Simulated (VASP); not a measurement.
```yaml
crystal:
  lattice:
    - [0.00000, 2.98500, 2.98500]
    - [2.98500, 0.00000, 2.98500]
    - [2.98500, 2.98500, 0.00000]
  atoms:
    - { symbol: Na, position: [0.00000, 0.00000, 0.00000] }
    - { symbol: Br, position: [0.50000, 0.50000, 0.50000] }
```

Calculation: G0W0 on PBE orbitals, VASP's PBE PAW potentials (set 64) (plane waves; VASP 6.6.1). Run with PREC = Normal, 500 eV cut-off, 6×6×6 Γ-centred mesh, Gaussian smearing of 0.010 eV, potentials Na_sv_GW Br_GW.

The mesh is coarse and the basis finite, so the quasiparticle values are not converged.

NBANDS = 120, ENCUTGW = 180 eV, NOMEGA = 64. The PBE levels (eV) that the step starts from are:

| state | KS energy | filling |
|---|---|---|
| k1 (0.00, 0.00, 0.00), band 5 | -13.58 | 2 |
| k1 (0.00, 0.00, 0.00), band 6 | -0.78 | 2 |
| k1 (0.00, 0.00, 0.00), band 7 | -0.78 | 2 |
| k1 (0.00, 0.00, 0.00), band 8 | -0.78 | 2 |
| k1 (0.00, 0.00, 0.00), band 9 | 3.38 | 0 |
| k1 (0.00, 0.00, 0.00), band 10 | 9.06 | 0 |
| k1 (0.00, 0.00, 0.00), band 11 | 9.06 | 0 |
| k1 (0.00, 0.00, 0.00), band 12 | 9.06 | 0 |
| k4 (0.50, 0.00, 0.00), band 5 | -13.30 | 2 |
| k4 (0.50, 0.00, 0.00), band 6 | -2.84 | 2 |
| k4 (0.50, 0.00, 0.00), band 7 | -1.05 | 2 |
| k4 (0.50, 0.00, 0.00), band 8 | -1.05 | 2 |
| k4 (0.50, 0.00, 0.00), band 9 | 5.40 | 0 |
| k4 (0.50, 0.00, 0.00), band 10 | 8.74 | 0 |
| k4 (0.50, 0.00, 0.00), band 11 | 8.74 | 0 |
| k4 (0.50, 0.00, 0.00), band 12 | 9.16 | 0 |
| k12 (-0.33, 0.33, 0.00), band 5 | -13.25 | 2 |
| k12 (-0.33, 0.33, 0.00), band 6 | -2.22 | 2 |
| k12 (-0.33, 0.33, 0.00), band 7 | -2.11 | 2 |
| k12 (-0.33, 0.33, 0.00), band 8 | -1.24 | 2 |
| k12 (-0.33, 0.33, 0.00), band 9 | 6.48 | 0 |
| k12 (-0.33, 0.33, 0.00), band 10 | 7.59 | 0 |
| k12 (-0.33, 0.33, 0.00), band 11 | 8.60 | 0 |
| k12 (-0.33, 0.33, 0.00), band 12 | 10.07 | 0 |

Task: Give the quasiparticle energies and renormalisation factors Z.

Result: 
```csv
state,QP energy (eV),Z
"k1 (0.00, 0.00, 0.00), band 5",-15.09,0.73
"k1 (0.00, 0.00, 0.00), band 6",-2.49,0.79
"k1 (0.00, 0.00, 0.00), band 7",-2.49,0.79
"k1 (0.00, 0.00, 0.00), band 8",-2.49,0.79
"k1 (0.00, 0.00, 0.00), band 9",4.17,0.84
"k1 (0.00, 0.00, 0.00), band 10",9.94,0.83
"k1 (0.00, 0.00, 0.00), band 11",9.94,0.83
"k1 (0.00, 0.00, 0.00), band 12",9.94,0.83
"k4 (0.50, 0.00, 0.00), band 5",-14.78,0.74
"k4 (0.50, 0.00, 0.00), band 6",-4.78,0.78
"k4 (0.50, 0.00, 0.00), band 7",-2.82,0.79
"k4 (0.50, 0.00, 0.00), band 8",-2.82,0.79
"k4 (0.50, 0.00, 0.00), band 9",6.12,0.84
"k4 (0.50, 0.00, 0.00), band 10",9.74,0.83
"k4 (0.50, 0.00, 0.00), band 11",9.74,0.83
"k4 (0.50, 0.00, 0.00), band 12",10.33,0.80
"k12 (-0.33, 0.33, 0.00), band 5",-14.73,0.75
"k12 (-0.33, 0.33, 0.00), band 6",-4.11,0.79
"k12 (-0.33, 0.33, 0.00), band 7",-4.02,0.79
"k12 (-0.33, 0.33, 0.00), band 8",-3.02,0.79
"k12 (-0.33, 0.33, 0.00), band 9",7.37,0.84
"k12 (-0.33, 0.33, 0.00), band 10",8.62,0.82
"k12 (-0.33, 0.33, 0.00), band 11",9.44,0.81
"k12 (-0.33, 0.33, 0.00), band 12",11.17,0.82
```
On the mesh the gap opens from 4.16 to 6.65 eV.

The compound is NaBr in the rock salt structure. The cell was not relaxed at this level.
